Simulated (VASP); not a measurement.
# AlAs in VASP: notebook, part 2 of 2

VASP 6.6.1. Earlier steps stand in the parts before.

## Step 3: Single point, RPBE

Input file INCAR:

```
ALGO = Normal
DIPOL = 0.5 0.5 0.500
EDIFF = 1E-6
EFIELD = -0.2
ENCUT = 520
GGA = RP
IDIPOL = 3
ISIF = 2
ISMEAR = 1
LASPH = True
LCHARG = False
LDIPOL = True
LREAL = False
LWAVE = False
NBANDS = 16
NELM = 100
PREC = Accurate
SIGMA = 0.05
```

Input file KPOINTS:

```
k-points
0
Gamma
  4 4 1
```

Input file POSCAR:

```
AlAs
1.0
    4.0027900000      0.0000000000      0.0000000000
    2.0013950000      3.4665178260      0.0000000000
    0.0000000000      0.0000000000     21.7194626111
Al As
2 2
Direct
    0.0000000000      0.0000000000      0.3683332384
    0.6666666667      0.6666666667      0.5188095374
    0.0000000000      0.0000000000      0.4811904626
    0.6666666667      0.6666666667      0.6316667616
```

Potentials or basis: VASP PAW PBE potentials, release 64 (Al, As).

Started as:

```bash
$ cat potpaw_PBE.64/Al/POTCAR potpaw_PBE.64/As/POTCAR > POTCAR
$ mpirun -np 1 vasp_std > vasp.out
```

OUTCAR:

```text
EDIFF = 1E-6
   ENCUT = 520
   GGA = RP
   ISIF = 2
   ISMEAR = 1
   LASPH = True
   LREAL = False
   NELM = 100
   PREC = Accurate

 ion  position               nearest neighbor table
   1  0.000  0.000  0.368-   3 2.45
   2  0.667  0.667  0.519-   4 2.45   3 2.45   3 2.45   3 2.45
   3  0.000  0.000  0.481-   1 2.45   2 2.45   2 2.45   2 2.45
   4  0.667  0.667  0.632-   2 2.45

  LATTYP: Found a hexagonal cell.
 ALAT       =     4.0027900000
 C/A-ratio  =     5.4260809613

  Lattice vectors:

 A1 = (  -2.0013950000,  -3.4665178260,   0.0000000000)
 A2 = (   4.0027900000,   0.0000000000,   0.0000000000)
 A3 = (   0.0000000000,   0.0000000000,  21.7194626111)

Analysis of symmetry for initial positions (statically):
=====================================================================
 Subroutine PRICEL returns:
 Original cell was already a primitive cell.

 Routine SETGRP: Setting up the symmetry group for a
 hexagonal supercell.

 Subroutine GETGRP returns: Found  6 space group operations
 (whereof  6 operations were pure point group operations)
 out of a pool of 24 trial point group operations.

The static configuration has the point symmetry C_3v.

Analysis of symmetry for dynamics (positions and initial velocities):
=====================================================================
 An external electric field (EFIELD) may reduce the allowed symmetry operations
 Subroutine PRICEL returns:
 Original cell was already a primitive cell.

 Routine SETGRP: Setting up the symmetry group for a
 hexagonal supercell.

 Subroutine GETGRP returns: Found  6 space group operations
 (whereof  6 operations were pure point group operations)
 out of a pool of 24 trial point group operations.

The dynamic configuration has the point symmetry C_3v.

 Subroutine INISYM returns: Found  6 space group operations
 (whereof  6 operations are pure point group operations),
 and found     1 'primitive' translations

----------------------------------------------------------------------------------------

                                     Primitive cell

  volume of cell :     301.3737

  direct lattice vectors                    reciprocal lattice vectors
     4.002790000  0.000000000  0.000000000     0.249825747 -0.144236962  0.000000000
     2.001395000  3.466517826  0.000000000     0.000000000  0.288473924  0.000000000
     0.000000000  0.000000000 21.719462611     0.000000000  0.000000000  0.046041655

  length of vectors
     4.002790000  4.002790000 21.719462611     0.288473924  0.288473924  0.046041655

  position of ions in fractional coordinates (direct lattice)
     0.000000000  0.000000000  0.368333238
     0.666666667  0.666666667  0.518809537
     0.000000000  0.000000000  0.481190463
     0.666666667  0.666666667  0.631666762

  ion indices of the primitive-cell ions
   primitive index   ion index
                 1           1
                 2           2
                 3           3
                 4           4

----------------------------------------------------------------------------------------

 KPOINTS: k-points

Automatic generation of k-mesh.
 Grid dimensions read from file:
 generate k-points for:    4    4    1

 Generating k-lattice:
[... 24 lines left out ...]
   number of dos      NEDOS =    301   number of ions     NIONS =      4
   total plane-waves  NPLWV = 145800
   dimension x,y,z NGX =    30 NGY =   30 NGZ =  162
   dimension x,y,z NGXF=    60 NGYF=   60 NGZF=  324
   ions per type =               2   2
   NGX,Y,Z   is equivalent  to a cutoff of  12.46, 12.46, 12.40 a.u.
   NGXF,Y,Z  is equivalent  to a cutoff of  24.92, 24.92, 24.80 a.u.
 SYSTEM =  unknown system
   PREC   = accura    normal or accurate (medium, high low for compatibility)
   ISTART =      0    job   : 0-new  1-cont  2-samecut
   ICHARG =      2    charge: 1-file 2-atom 10-const
   ISPIN  =      1    spin polarized calculation?
   LNONCOLLINEAR =      F non collinear calculations
   LSORBIT =      F    spin-orbit coupling
   LASPH  =      T    aspherical Exc in radial PAW
   ENCUT  =  520.0 eV  38.22 Ry    6.18 a.u.   7.44  7.44 40.38*2*pi/ulx,y,z
   NELM   =    100;   NELMIN=  2; NELMDL= -5     # of ELM steps
   EDIFF  = 0.1E-05   stopping-criterion for ELM
   LREAL  =      F    real-space projection
   EDIFFG = 0.1E-04   stopping-criterion for IOM
   NSW    =      0    number of steps for IOM
   IBRION =     -1    ionic relax: 0-MD 1-quasi-New 2-CG
   NFREE  =      0    steps in history (QN), initial steepest desc. (CG)
   ISIF   =      2    stress and relaxation
   ISYM   =      2    0-nonsym 1-usesym 2-fastsym
   POTIM  = 0.5000    time-step for ionic-motion
   TEBEG  =    0.0;   TEEND  =   0.0 temperature during run
   PSTRESS=    0.0 pullay stress
   NELECT =      16.0000    total number of electrons
   NUPDOWN=      -1.0000    fix difference up-down
   EMIN   =  10.00;   EMAX   =-10.00  energy-range for DOS
   EFERMI =   0.00;   METHOD = LEGACY
   ISMEAR =     1;   SIGMA  =   0.05  broadening in eV -4-tet -1-fermi 0-gaus
   EFERMI_NEDOS =   21; number of points for ismear=-14 and -15
   IALGO  =     38    algorithm
   IMIX   =      4    mixing-type and parameters
     AMIX     =   0.40;   BMIX     =  1.00
     AMIX_MAG =   1.60;   BMIX_MAG =  1.00
  volume/ion in A,a.u.               =      75.34       508.44
  Fermi-wavevector in a.u.,A,eV,Ry     =   0.615290  1.162729  5.150915  0.378582
  Thomas-Fermi vector in A             =   1.672606
   LORBIT       =      0    0 simple, 1 ext, 2 COOP (PROOUT), +10 PAW based schemes
   GGA     = RP    functional components
   LHFCALC =     F    Hartree Fock is set to
   AEXX    =    0.0000 exact exchange contribution
   IVDW    =     0    specifies the selected vdW correction
   LEPSILON=     F    determine dielectric tensor
   LRPA    =     F    only Hartree local field effects (RPA)
 non-spin polarized calculation
 Methfessel and Paxton  Order N= 1 SIGMA  =   0.05
  energy-cutoff  :      520.00
  volume of cell :      301.37
 maximum number of plane-waves:      8139
 NGX is ok and might be reduce to    30
   NGX = 15   NGY = 15   NGZ = 81

 dipolmoment           0.000000      0.000000      0.053710 electrons x Angstroem

 number of electron      15.9999999 magnetization

 dipolmoment           0.000000      0.000000     -0.064556 electrons x Angstroem

 Free energy of the ion-electron system (eV)
  ---------------------------------------------------
  ext. energy  EPLUGINS =         0.00000000
  ---------------------------------------------------
  free energy    TOTEN  =       -13.41842813 eV

  energy without entropy =      -13.41607105  energy(sigma->0) =      -13.41764244

 E-fermi :  -2.2950     XC(G=0):  -3.7597

 val. band max:       -2.3312617840   @ k =   0.2500   0.0000   0.0000
 cond. band min:      -2.2887984897   @ k =   0.5000   0.0000   0.0000
 fundamental gap:      0.0424632943
 Fermi energy:        -2.2949769551

 k-point     1 :       0.0000    0.0000    0.0000
  band No.  band energies     occupation
      1     -13.8522      2.00000
      2     -12.1272      2.00000
      3      -7.6708      2.00000
      4      -5.1179      2.00000
      5      -3.0242      2.00000
      6      -3.0242      2.00000
[... 53 lines left out ...]
      3      -7.2078      2.00000
      4      -6.2287      2.00000
      5      -5.3596      2.00000
      6      -3.5843      2.00000
[... 8 lines left out ...]
     15       3.3595      0.00000
     16       3.7021      0.00000

------------------------ aborting loop because EDIFF is reached ----------------------------------------

 vacuum level on the upper side and lower side of the slab       (xc-potential included)         1.570        -1.811

  FORCE on cell =-STRESS in cart. coord.  units (eV):
  Direction    XX          YY          ZZ          XY          YZ          ZX
  --------------------------------------------------------------------------------------
  -------------------------------------------------------------------------------------
  Total       -1.7087208     -1.7087208      1.5913530      0.0000000      0.0000000     -0.0000000
  in kB       -9.0839843     -9.0839843      8.4600276      0.0000000      0.0000000     -0.0000000
  external PRESSURE =      -3.2359803 kB  Pullay stress =       0.0000000 kB

 VOLUME and BASIS-vectors are now :
 -----------------------------------------------------------------------------
  energy-cutoff  :      520.00
  volume of cell :      301.37
      direct lattice vectors                 reciprocal lattice vectors
     4.002790000  0.000000000  0.000000000     0.249825747 -0.144236962  0.000000000
     2.001395000  3.466517826  0.000000000     0.000000000  0.288473924  0.000000000
     0.000000000  0.000000000 21.719462611     0.000000000  0.000000000  0.046041655

 POSITION                                       TOTAL-FORCE (eV/Angst)
 -----------------------------------------------------------------------------------
      0.00000      0.00000      8.00000        -0.000000     -0.000000     -0.376029
      4.00279      2.31101     11.26826         0.000000     -0.000000      0.402896
      0.00000      0.00000     10.45120         0.000000     -0.000000     -0.135724
      4.00279      2.31101     13.71946        -0.000000      0.000000      0.108857
 -----------------------------------------------------------------------------------
    total drift:                               -0.000000     -0.000000      0.000013

  FREE ENERGIE OF THE ION-ELECTRON SYSTEM (eV)
  ---------------------------------------------------
  free  energy   TOTEN  =       -13.4184281318 eV

  energy  without entropy=      -13.4160710493  energy(sigma->0) =      -13.41764244

 vacuum level on the upper side and lower side of the slab         4.548         1.162
```

stdout:

```text
POSCAR found type information on POSCAR AlAs
 POSCAR found :  2 types and       4 ions
 scaLAPACK will be used
 -----------------------------------------------------------------------------
|                                                                             |
|                                                                             |
|     You enforced a specific xc type in the INCAR file but a different       |
|     I HOPE YOU KNOW WHAT YOU ARE DOING!                                     |
|                                                                             |
 -----------------------------------------------------------------------------

 LDA part: xc-table for (Slater+PW92), standard interpolation
 POSCAR, INCAR and KPOINTS ok, starting setup
 FFT: planning ... GRIDC
 FFT: planning ... GRID_SOFT
 FFT: planning ... GRID
 WAVECAR not read
 entering main loop
```

Wall time 54 s (1 thread of Intel Xeon Platinum 8259CL at 2.50GHz (Skylake/Cascade Lake), shared host); peak memory 0.34 GiB.

Results:

| Item | Value |
| --- | --- |
| Free energy | -13.4184 eV |
| Largest force | 0.403 eV/Å |
| Band gap on the k mesh | none (metal or under the smearing width) |

Forces on the atoms (eV/Å):
```
Al   0.000  0.000 -0.376
Al   0.000  0.000  0.403
As   0.000  0.000 -0.136
As   0.000  0.000  0.109
```

Caveat: the k mesh is coarse (spacing up to 0.45 Å⁻¹), so the values aren't converged; the PAW data sets were made with another functional, which shifts forces and pressure a little.
